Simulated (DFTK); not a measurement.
## Sc: single point with PBE

The system is Sc.

```
Sc
1.0
     0.00000    2.26000    2.26000
     2.26000    0.00000    2.26000
     2.26000    2.26000    0.00000
Sc
1
Direct
  0.00000 0.00000 0.00000
```

This isn't the form of Sc at room conditions, which is hcp.

- Program: DFTK 0.8.2
- Task: single point
- Functional: PBE
- Potentials or basis: dojo.nc.sr.pbe.v0_4_1.standard.upf (PBE)
- Cutoff: 1061 eV
- k mesh: 10 × 10 × 10
- Occupations: fermi-dirac, width 0.05 eV
- Spin: no spin polarisation

```yaml
Pressure: 3.8 GPa
Band_gap_on_the_k_mesh: none (metal or under the smearing width)
```

Levels at points of the mesh, in eV from the Fermi level:
```csv
k point,band 2,band 3,band 4,band 5,band 6,band 7,band 8,band 9
"(0.00, 0.00, 0.00)",-27.64,-27.64,-27.64,-5.30,1.68,1.68,1.68,3.18
"(-0.50, 0.00, 0.00)",-28.13,-27.70,-27.70,-1.83,0.36,1.55,1.55,4.16
"(-0.50, -0.50, 0.00)",-28.10,-27.81,-27.81,-1.65,-0.71,2.15,4.15,4.41
```

Wall time 61 s on 1 thread of Intel(R) Xeon(R) Platinum 8375C CPU @ 2.90GHz (Ice Lake) (shared host), peak memory 1.5 GiB.
